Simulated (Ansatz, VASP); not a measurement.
# Zn13Se14 (Se_Zn) in two plane-wave programs

One calculation is typed for both programs; each brings its own data sets. How far apart do they land? The cell is taken from a series of runs on this material, whose earlier steps may have relaxed, scaled, displaced or heated it; both programs get it as it stands.

Main program and level: Ansatz 0.2.0; plane waves, with VASP 6.6.1 beside it; single point at r2SCAN.

**1. Set-up**

The cell holds 54 atoms: 26 Zn and 28 Se. Its edges and angles: a = 12.017 Å, b = 12.017 Å, c = 12.017 Å, α = 60.0°, β = 60.0°, γ = 60.0°. It derives from ZnSe (ZnSe (F-43m)). Nearest the centre at fractional (0.333, 0.667, 0.667): Se44 at 0.60 Å, Se45 at 2.43 Å, Se41 at 2.69 Å, Se35 at 2.69 Å, Se43 at 2.69 Å, Zn12 at 3.98 Å, Zn16 at 3.98 Å, Zn26 at 3.98 Å.

Structure file:

```cif
data_structure
_symmetry_space_group_name_H-M 'P 1'
_symmetry_Int_Tables_number 1
_cell_length_a 12.0170
_cell_length_b 12.0170
_cell_length_c 12.0170
_cell_angle_alpha 60.000
_cell_angle_beta 60.000
_cell_angle_gamma 60.000
_cell_volume 1227.09
loop_
_atom_site_label
_atom_site_type_symbol
_atom_site_fract_x
_atom_site_fract_y
_atom_site_fract_z
_atom_site_occupancy
Zn1 Zn 0.00046 0.00132 0.00167 1
Zn2 Zn 0.00036 0.00145 0.33377 1
Zn3 Zn 0.99695 0.01108 0.66535 1
Zn4 Zn 0.00026 0.33347 0.00189 1
Zn5 Zn 0.00151 0.33446 0.33542 1
Zn6 Zn 0.00166 0.33487 0.66769 1
Zn7 Zn 0.99687 0.66487 0.01188 1
Zn8 Zn 0.00205 0.66719 0.33534 1
Zn9 Zn 0.99326 0.66634 0.66675 1
Zn10 Zn 0.33300 0.99997 0.00004 1
Zn11 Zn 0.33205 0.01124 0.33013 1
Zn12 Zn 0.33253 0.99858 0.66590 1
Zn13 Zn 0.33151 0.33011 0.01201 1
Zn14 Zn 0.33406 0.33507 0.33533 1
Zn15 Zn 0.33313 0.32647 0.66673 1
Zn16 Zn 0.33257 0.66582 0.99861 1
Zn17 Zn 0.33359 0.66657 0.32641 1
Zn18 Zn 0.66877 0.00196 0.00200 1
Zn19 Zn 0.66817 0.00129 0.33393 1
Zn20 Zn 0.66671 0.99994 0.66636 1
Zn21 Zn 0.66814 0.33366 0.00169 1
Zn22 Zn 0.66835 0.33345 0.33379 1
Zn23 Zn 0.67791 0.33012 0.66541 1
Zn24 Zn 0.66674 0.66622 0.00006 1
Zn25 Zn 0.67849 0.66491 0.33021 1
Zn26 Zn 0.66534 0.66575 0.66598 1
Se27 Se 0.08391 0.08396 0.08426 1
Se28 Se 0.08375 0.08426 0.41713 1
Se29 Se 0.08327 0.08473 0.75154 1
Se30 Se 0.08340 0.41667 0.08512 1
Se31 Se 0.08437 0.41751 0.41797 1
Se32 Se 0.08427 0.41752 0.75156 1
Se33 Se 0.08335 0.75114 0.08521 1
Se34 Se 0.08467 0.75110 0.41792 1
Se35 Se 0.05908 0.75912 0.76001 1
Se36 Se 0.41910 0.08179 0.08176 1
Se37 Se 0.41805 0.08491 0.41666 1
Se38 Se 0.41701 0.07846 0.75032 1
Se39 Se 0.41794 0.41656 0.08521 1
Se40 Se 0.41801 0.41765 0.41790 1
Se41 Se 0.42584 0.39253 0.75982 1
Se42 Se 0.41707 0.75028 0.07852 1
Se43 Se 0.42666 0.75951 0.39203 1
Se44 Se 0.31305 0.64627 0.64622 1
Se45 Se 0.41597 0.74926 0.74940 1
Se46 Se 0.75102 0.08419 0.08445 1
Se47 Se 0.75085 0.08397 0.41729 1
Se48 Se 0.74853 0.08176 0.75238 1
Se49 Se 0.75076 0.41714 0.08426 1
Se50 Se 0.75133 0.41667 0.41717 1
Se51 Se 0.75158 0.41648 0.75152 1
Se52 Se 0.74853 0.75230 0.08186 1
Se53 Se 0.75191 0.75113 0.41671 1
Se54 Se 0.74526 0.75020 0.75038 1
```

**2. VASP: single point, r2SCAN**

A single point gives forces, pressure and levels at one fixed geometry, so differences don't come from the geometry; what else differs is listed under the comparison.

Lines of VASP's logs that name or quote its potential files are left out, and so is its time.

File INCAR:

```
SYSTEM = Zn13Se14
PREC = Accurate
ENCUT = 440
EDIFF = 1E-06
NELM = 120
ISMEAR = -1
SIGMA = 0.01
LREAL = Auto
ALGO = Normal
METAGGA = R2SCAN
LASPH = .TRUE.
NBANDS = 278
LORBIT = 11
LWAVE = .FALSE.
LCHARG = .FALSE.
ISIF = 2
ISYM = 0
GGA_COMPAT = .FALSE.
EFERMI = MIDGAP
LMIXTAU = .TRUE.
```

File POSCAR:

```
Zn13Se14
1.0
    0.0000000000      8.4973275000      8.4973275000
    8.4973275000      0.0000000000      8.4973275000
    8.4973275000      8.4973275000      0.0000000000
Zn Se
26 28
Direct
    0.0004589148      0.0013174227      0.0016663778
    0.0003628679      0.0014523508      0.3337744684
    0.9969490028      0.0110797412      0.6653464383
    0.0002609588      0.3334669685      0.0018946855
    0.0015094529      0.3344584125      0.3354186548
    0.0016639200      0.3348683754      0.6676858337
    0.9968654503      0.6648650012      0.0118838367
    0.0020542946      0.6671943464      0.3353358081
    0.9932609880      0.6663444490      0.6667454987
    0.3329984155      0.9999676562      0.0000359240
    0.3320541224      0.0112420838      0.3301277229
    0.3325262137      0.9985807803      0.6659046190
    0.3315131178      0.3301136569      0.0120140582
    0.3340559013      0.3350706901      0.3353316014
    0.3331270072      0.3264727978      0.6667280362
    0.3325720432      0.6658179581      0.9986130806
    0.3335912144      0.6665661174      0.3264144228
    0.6687665402      0.0019573129      0.0019986602
    0.6681719834      0.0012929957      0.3339326818
    0.6667050223      0.9999444500      0.6663583327
    0.6681444070      0.3336572799      0.0016882970
    0.6683493301      0.3334450445      0.3337858164
    0.6779102086      0.3301213027      0.6654053255
    0.6667368035      0.6662223988      0.0000621960
    0.6784908794      0.6649145645      0.3302057682
    0.6653365608      0.6657503581      0.6659825557
    0.0839118083      0.0839569269      0.0842564721
    0.0837537740      0.0842576040      0.4171322545
    0.0832690348      0.0847311689      0.7515364080
    0.0834018325      0.4166681281      0.0851160330
    0.0843688140      0.4175148924      0.4179652921
    0.0842664776      0.4175202872      0.7515638363
    0.0833471235      0.7511444981      0.0852066228
    0.0846656513      0.7511044309      0.4179225995
    0.0590845336      0.7591177831      0.7600123780
    0.4190964344      0.0817918933      0.0817630871
    0.4180538124      0.0849092197      0.4166558098
    0.4170147714      0.0784637721      0.7503190258
    0.4179426629      0.4165559883      0.0852142035
    0.4180080966      0.4176472226      0.4179010812
    0.4258448494      0.3925293792      0.7598210347
    0.4170664020      0.7502780624      0.0785179589
    0.4266611691      0.7595134898      0.3920327928
    0.3130536570      0.6462656691      0.6462200938
    0.4159748252      0.7492558966      0.7493961107
    0.7510196954      0.0841942829      0.0844455028
    0.7508532843      0.0839651614      0.4172850170
    0.7485276895      0.0817583022      0.7523753384
    0.7507596853      0.4171362005      0.0842584136
    0.7513264779      0.4166724371      0.4171691324
    0.7515829835      0.4164796113      0.7515222756
    0.7485286577      0.7523035549      0.0818594607
    0.7519143886      0.7511321882      0.4167053308
    0.7452582748      0.7501993776      0.7503822339
```

File KPOINTS:

```
Points of the shifted mesh
8
Reciprocal
 0.2500000000  0.2500000000  0.2500000000 1
 0.2500000000  0.2500000000  0.7500000000 1
 0.2500000000  0.7500000000  0.2500000000 1
 0.2500000000  0.7500000000  0.7500000000 1
 0.7500000000  0.2500000000  0.2500000000 1
 0.7500000000  0.2500000000  0.7500000000 1
 0.7500000000  0.7500000000  0.2500000000 1
 0.7500000000  0.7500000000  0.7500000000 1
```

Potentials, in the order of the species: Zn and Se (PBE family, release 64).

On the command line:

```sh
export OMP_NUM_THREADS=3
mpirun -np 1 vasp_std
```

Log:

```text
[banner, memory and clock lines left out]
running    1 mpi-ranks, on    1 nodes
[...]
Offloading initialized ...    1 GPUs detected
[...]
|                                                                             |
|               ----> ADVICE to this user running VASP <----                  |
|                                                                             |
|     You enforced a specific xc type in the INCAR file but a different       |
|     [... a line on the potential file left out ...]
|     I HOPE YOU KNOW WHAT YOU ARE DOING!                                     |
|                                                                             |

 LDA part: xc-table for (None), standard interpolation
 POSCAR, INCAR and KPOINTS ok, starting setup
[...]
entering main loop
       N       E                     dE             d eps       ncg     rms          rms(c)
DAV:   1     0.375006919013E+04    0.37501E+04   -0.19165E+05  4448   0.180E+03
DAV:   2     0.659915519200E+02   -0.36841E+04   -0.35753E+04  4448   0.458E+02
DAV:   3    -0.685949842246E+03   -0.75194E+03   -0.71818E+03  4856   0.184E+02
DAV:   4    -0.747561070222E+03   -0.61611E+02   -0.60856E+02  4992   0.513E+01
[...]
DAV:  18    -0.673959248466E+03    0.31563E-04   -0.12323E-05  5312   0.212E-02    0.347E-03
DAV:  19    -0.673959254959E+03   -0.64934E-05   -0.73478E-06  3456   0.103E-02    0.389E-03
DAV:  20    -0.673959255382E+03   -0.42277E-06   -0.23491E-07  2368   0.429E-03
   1 F= -.67395926E+03 E0= -.67395926E+03  d E =0.000000E+00
```

From OUTCAR (step 2):

```text
  Total        5.3740287      5.3599087      5.3723557      2.3440380      2.3042596      2.3017143
  in kB        7.0167095      6.9982734      7.0145251      3.0605408      3.0086032      3.0052799
  external PRESSURE =       7.0098360 kB  Pullay stress =       0.0000000 kB

 POSITION                                       TOTAL-FORCE (eV/Angst)
 -----------------------------------------------------------------------------------
      0.02535      0.01806      0.01509        -0.105744     -0.024595     -0.029424
      2.84853      2.83927      0.01542        -0.056389      0.008096     -0.056453
      5.74781     14.12507      8.56555        -0.070755      0.121757     -0.122589
      2.84968      0.01832      2.83580        -0.055072     -0.055023      0.002493
      5.69216      2.86299      2.85483        -0.039474     -0.036895     -0.036867
      8.51903      5.68768      2.85963         0.020696      0.024175     -0.087241
      5.75056      8.57167     14.12027        -0.073353     -0.131839      0.121767
      8.51883      2.86691      5.68682         0.025096     -0.085486      0.024140
     11.32770     14.10562     14.10221         0.144314      0.067687      0.064358
      8.49736      2.82990     11.32665        -0.158166     -0.009907     -0.010057
      2.90073      5.62678      2.91710        -0.116669      0.120107     -0.072188
     14.14368      8.48399     11.31085        -0.317897      0.500917     -0.317588
      2.90717      2.91906      5.62206        -0.137816     -0.077248      0.127450
      5.69663      5.68800      5.68579        -0.087093      0.024993      0.021772
[...]
-----------------------------------------------------------------------------------
    total drift:                               -0.042468     -0.035142     -0.040398

  FREE ENERGIE OF THE ION-ELECTRON SYSTEM (eV)
  ---------------------------------------------------
  free  energy   TOTEN  =      -673.9592553823 eV

  energy  without entropy=     -673.9592553823  energy(sigma->0) =     -673.95925538

[... 2 further parts left out ...]
```

The gap is read on the k-mesh alone, so it is an upper bound where the band edges lie off the mesh.

**3. Ansatz: single point, r2SCAN**

Ansatz runs on its PAW soft_1 files.

The same cell, functional, mesh and smearing now go to Ansatz.

File input.yaml:

```yaml
crystal:
  checkpoint: "../qp1_M1.relax.run"
  host: checkpoint
basis:
  ecutwfc: 500
  xc_grid: 2
hamiltonian:
  xc: r2scan
  pseudopotentials: { kind: paw, azcp: { folder: soft_1 } }
kpoints:
  mp_grid: { grid: [2, 2, 2], shift: [0.5, 0.5, 0.5] }
scf:
  occupations: { method: fermi_dirac, width: 0.01 }
  max_iter: 80
output:
  forces: true
  eigenvalues: true
  charged_corrections: { defect_position: [0.333333, 0.666667, 0.666667] }
checkpoint:
  read: "../qp1_M1.relax.run"
  write: "../qp1_M1.point_neutral.run"
  compress: false
  write_wavefunctions: false
  write_every: 100000
```

On the command line:

```sh
ansatz run input.yaml --threads 32 --pin off --max-ram 56524MiB --backend cuda --events-out ev --progress --plain --runs-dir out --max-vram 78GiB
```

Log:

```text
Warning: checkpoint.read: spin treatment differs: saved collinear, current unpolarized; the saved charge density seeds this run and the saved magnetisation is not carried: this deck is unpolarised; th [...]
checkpoint.read: the saved state was converged at a total charge of 1 e, and this run's is 0 e: a saved density that it takes is scaled to its electron count
crystal.checkpoint: the structure is that of <dir>, a `relax` run, at its step 8: its result, under r2scan at a charge of 1 e; 54 atoms read, 0 with a starting moment; this deck's charge is 0 e; cryst [...]
Engine: ansatz 0.2.0, aarch64-unknown-linux-gnu
[...]
Pseudopotential: Zn, paw, valence charge 12, recommended cutoff 500 eV (meta_gga), soft_1/Zn.paw.azcp
Pseudopotential: Se, paw, valence charge 16, recommended cutoff 500 eV (meta_gga), soft_1/Se.paw.azcp
Functional definition: r2SCAN
[...]
preconditioner: auto → Resta (q_TF=auto, 2.519 Å⁻¹)  ε∞=5.1  [insulator: Δε(μ)=1.430 eV  Ē_g=11.424 eV  σ=0.010 eV  W_gap=1.00  n_scr=330 (ndim 8)  ℏωp=23.2 eV  f_vac=0.122  D(μ)=0.00/eV (n_scr^D=0)   [...]
SCF iter   2: F=—  HF=-239897.602580 eV  |F-HF|=—  |Δ(HF+E_count)|=   4.61e-1  Δρ=3.76e-3  dr2=4.64e-1  dr2_τ=2.86e-3  ethr=2.71e-4  ⟨swp⟩=4.0  Hψ=3297  notcnv=0
[...]
automatic band count: iteration 4 solves 440 bands in place of 456: the levels show a gap, and the empty bands left out lie too high to hold charge; the band table lists the bands solved (type scf.n_e [...]
SCF iter   5: F=—  HF=-239897.460953 eV  |F-HF|=—  |Δ(HF+E_count)|=   1.43e-3  Δρ=3.31e-4  dr2=2.28e-3  dr2_τ=4.69e-5  ethr=2.36e-6  ⟨swp⟩=2.0  Hψ=3570  notcnv=0  defer=218
SCF iter   6: F=—  HF=-239897.462033 eV  |F-HF|=—  |Δ(HF+E_count)|=   1.08e-3  Δρ=1.28e-4  dr2=2.83e-4  dr2_τ=3.36e-6  ethr=2.99e-7  ⟨swp⟩=2.0  Hψ=3070  notcnv=0  defer=218
[...]
SCF 1 converged in 11 iterations: F = -239897.462701 eV  dr2 = 7.07e-8
[...]
SCF converged after 11 iterations
[...]
```

**4. Differences**

Known differences besides the potentials themselves: VASP keeps PBE cores, Ansatz makes them for the functional; the data sets hold 760 valence electrons in Ansatz (on its PAW soft_1 files) and 480 in VASP; the cutoff is 500 eV in Ansatz and 440 eV in VASP (PREC = Accurate, projectors in real space). Total energies have different zeros and are not compared.

Compared:

```csv
quantity,Ansatz,VASP,difference
gap on the k mesh (eV),1.073,1.066,+0.007
```

Forces on 10 of the 54 atoms, those with the largest forces and the largest differences (eV/Å; atoms numbered as in POSCAR):

```csv
atom,"Ansatz x, y, z","VASP x, y, z"
Zn3,"-0.065, 0.110, -0.133","-0.071, 0.122, -0.123"
Zn11,"-0.127, 0.108, -0.064","-0.117, 0.120, -0.072"
Zn12,"-0.309, 0.510, -0.309","-0.318, 0.501, -0.318"
Zn16,"-0.306, -0.305, 0.510","-0.314, -0.314, 0.501"
Zn23,"0.110, -0.067, -0.132","0.123, -0.075, -0.121"
Zn26,"0.510, -0.311, -0.310","0.501, -0.321, -0.318"
Se38,"0.175, -0.032, 0.172","0.176, -0.032, 0.172"
Se44,"-0.970, -0.973, -0.971","-0.966, -0.970, -0.967"
Se45,"0.627, 0.631, 0.633","0.623, 0.627, 0.630"
Se54,"-0.031, 0.171, 0.174","-0.031, 0.171, 0.174"
```

The forces differ by 4.8 meV/Å r.m.s., which is 2.5 % of the r.m.s. force of 0.195 eV/Å (both taken over all components). A gap on the mesh is an upper bound, since the band edges may lie between its points.

**5. Outcome**

* r.m.s. force difference (single point, r2SCAN): 4.8 meV/Å

**Reading.** The r.m.s. force difference is 4.8 meV/Å (single point, r2SCAN), within the 12 meV/Å picked in this series as the mark of a large difference. The data sets hold unlike numbers of valence electrons (760 in Ansatz and 480 in VASP), so part of the differences comes from the potentials. Such differences can come from data sets, numerical settings and the points named under the comparisons, not from the functional's error against experiment.

[Lines on the potential files, build, host, timing and source positions are cut from VASP's logs without a mark.]

[Logs are printed without paths, hosts, clocks, repeated set-up lines and the standing remarks that a program may print on its own settings, such as how far it seeks lower states.]

[Hosts, paths, dates, database ids (printed as entryN), source tags and the programs' standing remarks are cut or masked in the printed files.]
